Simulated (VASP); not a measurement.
Input of a VASP 6.6.1 run:

Contents of INCAR:

```
PREC = Accurate ; ENCUT = 600
EDIFF = 1E-7 ; ISMEAR = 0
SIGMA = 0.03 ; LREAL = F
LASPH = T ; NELM = 80
ALGO = Normal ; ISIF = 3
LWAVE = F ; LCHARG = F
GGA = CA ; IBRION = 2
NSW = 90 ; EDIFFG = -0.005
```

KPOINTS

```
regular mesh
0
Gamma
  10 10 10
```

The input POSCAR:

```
AlAs                                    
1.0
    0.0000000000      2.8189046163      2.8189046163
    2.8189046163      0.0000000000      2.8189046163
    2.8189046163      2.8189046163     -0.0000000000
  Al              As            
     1     1
Direct
     0.0000000000000000    0.0000000000000000    0.0000000000000000
     0.2500000000000000    0.2500000000000000    0.2500000000000000
```

Potentials or basis: VASP PAW LDA potentials, release 64 (Al, As).

Launch:

```bash
$ cat potpaw_LDA.64/Al/POTCAR potpaw_LDA.64/As/POTCAR > POTCAR
$ mpirun -np 1 vasp_std > vasp.out
```

**Question.** Estimate the band gap on the k mesh.

**Answer.** 1.32 eV, indirect (least direct gap 1.98 eV).

Final structure:
```xyz
2
Lattice="0.0000 2.8189 2.8189 2.8189 0.0000 2.8189 2.8189 2.8189 0.0000" Properties=species:S:1:pos:R:3 pbc="T T T"
Al    0.0000    0.0000    0.0000
As    1.4095    1.4095    1.4095
```

Caveat: the relaxation stopped at its first step, so nothing moved. LDA gaps usually lie below the measured ones, often by a third to a half.
